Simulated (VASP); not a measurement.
# KF in VASP: how settings move the PBE single point

The PBE single point of KF in the zincblende structure, under -4.2 % biaxial strain in x and y, free along z is repeated with altered inputs. Which of them can be trusted? This is a trial cell built on a prototype, not taken from a measured structure, and it needn't be the compound's ground state.

The runs shown are made with VASP 6.6.1. PAW datasets, plane waves. Spin-unpolarised throughout. Whether this structure exists isn't addressed.

### Step 1. The structure to begin with

The cell comes from an earlier relaxation with r2SCAN in another program, then strained, with the atoms relaxed again.

The symmetry is I-4m2 (No. 119, tetragonal); conventional cell a = 3.975 Å, c = 6.287 Å, 24.83 Å³ an atom. Near K stand 4 F at 2.53 Å; near F stand 4 K at 2.53 Å.

The structure in full:

```
CELL_PARAMETERS angstrom
0.00000 2.81065 3.14325
2.81065 0.00000 3.14325
2.81065 2.81065 0.00000
ATOMIC_POSITIONS crystal
K 0.00000 0.00000 0.00000
F 0.25000 0.25000 0.25000
```

### Step 2. Baseline

Input file INCAR:

```
ENCUT = 520.000000
SIGMA = 0.020000
EDIFF = 1.00e-07
GGA = PE
PREC = Accurate
IBRION = -1
ISIF = 2
ISMEAR = -1
NBANDS = 15
NELM = 120
NSW = 0
LASPH = .TRUE.
LCHARG = .FALSE.
LWAVE = .FALSE.
LREAL = .FALSE.
```

Input file KPOINTS:

```
KPOINTS created by Atomic Simulation Environment
0
Gamma
8 8 8
0 0 0
```

Input file POSCAR:

```
K  F
 1.0000000000000000
     0.0000000000000000    2.8106468691000002    3.1432521659999999
     2.8106468691000002    0.0000000000000000    3.1432521659999999
     2.8106468691000002    2.8106468691000002    0.0000000000000000
 K   F
   1   1
Cartesian
  0.0000000000000000  0.0000000000000000  0.0000000000000000
  1.4053234345500001  1.4053234345500001  1.5716260830000004
```

A file KPOINTS_OPT adds named points for the levels; it doesn't enter the self-consistent loop.

Potentials: the recommended PBE PAW datasets, 16 valence electrons.

Launch:

```sh
$ mpirun -np 1 vasp_std
```

### Step 3. Altered input 1

Input file INCAR:

```
ENCUT = 520.000000
SIGMA = 0.020000
GGA = PE
PREC = Accurate
IBRION = -1
ISIF = 2
ISMEAR = -1
NBANDS = 15
NSW = 0
LCHARG = .FALSE.
LWAVE = .FALSE.
LREAL = .FALSE.
EDIFF = 1e-06
LASPH = .FALSE.
NELM = 70
```

Input file KPOINTS:

```
KPOINTS created by Atomic Simulation Environment
0
Monkhorst-Pack
8 8 8
0 0 0
```

POSCAR is that of step 2.

### Step 4. Altered input 2

Input file INCAR:

```
ENCUT = 520.000000
SIGMA = 0.020000
EDIFF = 1.00e-07
GGA = PE
IBRION = -1
ISIF = 2
ISMEAR = -1
NBANDS = 15
NSW = 0
LASPH = .TRUE.
LCHARG = .FALSE.
LWAVE = .FALSE.
LREAL = .FALSE.
PREC = Low
ISYM = 0
NELM = 66
```

Input file KPOINTS:

```
KPOINTS created by Atomic Simulation Environment
0
Gamma
4 4 4
0 0 0
```

POSCAR is that of step 2.

### Step 5. Altered input 3

Changes to INCAR since step 2:

```diff
@@ -15 +15,2 @@
 LREAL = .FALSE.
+ISYM = 1
```

KPOINTS is that of step 2.

POSCAR is that of step 2.

**Question.** What will these runs give? Wanted: for each run, changed; ending; energy change; pressure; electronic steps; usable.

**Answer**, as computed:

| run | changed | ending | energy change (meV/atom) | pressure (GPa) | gap on the mesh (eV; negative: overlap) | electronic steps | time | usable |
| --- | --- | --- | --- | --- | --- | --- | --- | --- |
| ref. | – | converged | 0 | 1.2 | 5.17 | 14 | 37 s | yes |
| 1 | EDIFF = 1e-06, LASPH = .FALSE., NELM = 70, shifted mesh | converged | 0.0 | 1.2 | 5.26 | 14 | 86 s | yes |
| 2 | PREC = Low, ISYM = 0, NELM = 66, mesh 4×4×4 | converged | -1.5 | 1.2 | 5.17 | 14 | 10 s | no |
| 3 | ISYM = 1 | converged | 0.0 | 1.2 | 5.17 | 14 | 40 s | yes |

Of 3 altered inputs, 1 ended normally on a faulty or unsound input, 2 gave usable results.
